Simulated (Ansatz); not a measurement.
Structure types of Yb were relaxed at one common pressure (all-electron LAPW in Ansatz 0.2.0 under PBE, scalar-relativistic, no spin polarisation, zero temperature). They take these volumes:

```json
{"type": "fcc", "space group": "Fm-3m", "V (Å³/atom)": "25.60"}
{"type": "bcc", "space group": "Im-3m", "V (Å³/atom)": "25.54"}
{"type": "hcp", "space group": "P6_3/mmc", "V (Å³/atom)": "25.49"}
{"type": "dhcp", "space group": "P6_3/mmc", "V (Å³/atom)": "25.60"}
```

Problem. At about which pressure, and is the densest type also the lowest in enthalpy?

Solution. 11 GPa. The densest is hcp, and it is 30 meV/atom above bcc: its gain in pV doesn't pay for its higher energy here.
